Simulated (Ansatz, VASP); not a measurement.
# La2O3: VASP beside Ansatz

File INCAR:

```
SYSTEM = La2O3
ALGO     = Normal         ! electronic algorithm
EDIFF    = 1E-6           ! SCF threshold, eV
ENCUT    = 520            ! plane-wave cutoff, eV
GGA      = PE             ! functional
ISIF     = 2              ! what is computed and relaxed
ISMEAR   = 0              ! smearing method
LASPH    = .TRUE.         ! aspherical terms in the spheres
LCHARG   = .FALSE.        ! write CHGCAR
LREAL    = .FALSE.        ! projectors in reciprocal space
LWAVE    = .FALSE.        ! write WAVECAR
NBANDS   = 28             ! bands
NELM     = 100            ! most SCF steps
PREC     = Accurate       ! precision mode
SIGMA    = 0.1            ! smearing width, eV
```

KPOINTS

```
k-points
0
G
  4 4 4
  0 0 0
```

The input POSCAR:

```
La2O3
1.0
    4.5066594300      0.0000000000      0.0000000000
    0.0000000000      4.5066594300      0.0000000000
    0.0000000000      0.0000000000      4.5066594300
La O
2 3
Direct
    0.0000000000      0.0000000000      0.0000000000
    0.5000000000      0.5000000000      0.5000000000
    0.0000000000      0.5000000000      0.5000000000
    0.5000000000      0.0000000000      0.5000000000
    0.5000000000      0.5000000000      0.0000000000
```

Input for Ansatz:

```yaml
crystal:
  lattice:
    - [4.50665943, 0.0, 0.0]
    - [0.0, 4.50665943, 0.0]
    - [0.0, 0.0, 4.50665943]
  atoms:
    - { symbol: La, position: [0.0, 0.0, 0.0] }
    - { symbol: La, position: [0.5, 0.5, 0.5] }
    - { symbol: O, position: [0.0, 0.5, 0.5] }
    - { symbol: O, position: [0.5, 0.0, 0.5] }
    - { symbol: O, position: [0.5, 0.5, 0.0] }
basis:
  ecutwfc: 420
kpoints:
  mp_grid: { grid: [4, 4, 4] }
hamiltonian:
  xc: pbe
scf:
  occupations: { method: gaussian, width: 0.1 }
  lower_state_search: "off"
output:
  forces: true
  stress: true
  eigenvalues: true
```

Alike in both runs: task single point; functional PBE; k mesh 4 × 4 × 4; occupations gaussian, width 0.1 eV; no spin polarisation.

|  | VASP | Ansatz |
| --- | --- | --- |
| version | VASP 6.6.1 | Ansatz 0.2.0 |
| potentials or method | VASP PAW PBE potentials, release 64 (La, O) | scalar-relativistic, plane waves, PAW |
| plane-wave cutoff (eV) | 520 | 420 |
| valence electrons in the cell | 40 | 40 |

```csv
,VASP,Ansatz,Ansatz less VASP
gap on the k mesh at the Fermi level (eV),0.50,0.46,-0.046
least direct gap on the mesh (eV),0.54,0.49,-0.046
pressure (GPa),5.1,5.4,+0.26
```

Caveats: spin-orbit coupling is left out, which moves the levels of the heavy elements. A k mesh can miss the band edges.
